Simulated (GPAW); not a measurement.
Set up this calculation in GPAW 26.7.0, as an ASE script.

| Property | Result |
| --- | --- |
| Task | equation of state |
| Functional | WC |
| Potentials or basis | PAW data sets generated in the run's folder for this functional |
| Cutoff | 800 eV |
| Basis | pw |
| k mesh | 10 × 10 × 10 |
| Occupations | fermi-dirac, width 0.05 eV |
| Spin | no spin polarisation |
| Maxiter | 150 |
| Eos scales | [0.94, 0.96, 0.98, 1.0, 1.02, 1.04, 1.06] |

Crystal: AlN.

```
Al N
1.0
     0.00000    2.18399    2.18399
     2.18399    0.00000    2.18399
     2.18399    2.18399    0.00000
Al N
1 1
Direct
  0.00000 0.00000 0.00000
  0.25000 0.25000 0.25000
```

Measurements of this composition are mostly on another form, of space group No. 186.

The input as run:

run.py

```python
from ase import Atoms
from ase.eos import EquationOfState
from ase.io import Trajectory
from ase.units import GPa
from gpaw import GPAW, PW, setup_paths

setup_paths.insert(0, '.')

atoms = Atoms(['Al', 'N'],
              cell=[[0.0, 2.1839935596, 2.1839935596],
                    [2.1839935596, 0.0, 2.1839935596],
                    [2.1839935596, 2.1839935596, 0.0]],
              scaled_positions=[[0.0, 0.0, 0.0],
                                [0.25, 0.25, 0.25]],
              pbc=True)

traj = Trajectory('eos.traj', 'w')
volumes, energies = [], []
for x in [0.94, 0.96, 0.98, 1.0, 1.02, 1.04, 1.06]:
    a = atoms.copy()
    a.set_cell(atoms.cell * x**(1 / 3), scale_atoms=True)
    calc = GPAW(mode=PW(800),
                xc='WC',
                kpts={'size': (10, 10, 10), 'gamma': True},
                occupations={'name': 'fermi-dirac', 'width': 0.05},
                nbands=11,
                convergence={'density': 1e-05, 'energy': 1e-05},
                maxiter=150,
                txt=f'eos-{x:.2f}.txt')
    a.calc = calc
    energies.append(a.get_potential_energy(force_consistent=True))
    volumes.append(a.get_volume())
    p = -a.get_stress()[:3].mean() / GPa
    calc.write(f'eos-{x:.2f}.gpw')
    traj.write(a)
    print(f'{x:.2f} {volumes[-1]:10.4f} A^3 {energies[-1]:14.6f} eV {p:9.3f} GPa', flush=True)

v0, e0, B = EquationOfState(volumes, energies, eos='birchmurnaghan').fit()
print(f'V0 = {v0:.4f} A^3, E0 = {e0:.6f} eV, B0 = {B / GPa:.2f} GPa')
```

Potentials or basis: PAW data sets generated in the run's folder for this functional, pw.

Run with:

```sh
$ gpaw-setup -f WC Al N
$ OMP_NUM_THREADS=1 python run.py
```

Results of the run:

```json
{
 "Equilibrium volume": "10.55 Å³/atom",
 "Bulk modulus": "201 GPa",
 "Pressure derivative of the bulk modulus": "4.0 (rough: it moves with the points fitted)"
}
```

Run time: 63 s on 1 thread of Arm Neoverse V2 (shared host), peak memory 0.22 GiB.
